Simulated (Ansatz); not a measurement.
# Ca, omega (AlB2-type): how the functional moves the structure

All rows: Ansatz, plane waves with scalar-relativistic PAW, 420 eV (500 eV for the SCAN forms), relaxed under each functional, no dispersion correction, no zero-point motion. B₀ comes from uniform scaling at fixed shape; a dash is a value not given.

| functional | V (Å³/atom) | cell | B₀ (GPa) | magnetic state | ΔE to fcc (meV/atom) |
| --- | --- | --- | --- | --- | --- |
| PBE | 42.71 | a = 6.283 Å, c = 3.748 Å (c/a = 0.597) | 17 | spin not included | 53 |
| r²SCAN | 43.60 | a = 6.334 Å, c = 3.764 Å (c/a = 0.594) | 18 | spin not included | 52 |
| PBEsol | 41.09 | a = 6.201 Å, c = 3.701 Å (c/a = 0.597) | 17 | spin not included | 55 |
| LDA | 38.45 | a = 6.067 Å, c = 3.619 Å (c/a = 0.596) | 18 | spin not included | 58 |
| revPBE | 44.49 | a = 6.365 Å, c = 3.804 Å (c/a = 0.598) | 16 | spin not included | 51 |
| RPBE | 44.98 | a = 6.387 Å, c = 3.820 Å (c/a = 0.598) | 16 | spin not included | 51 |
| BLYP | 43.13 | a = 6.295 Å, c = 3.770 Å (c/a = 0.599) | 15 | spin not included | 52 |

LDA gives the smallest volume and RPBE the largest.
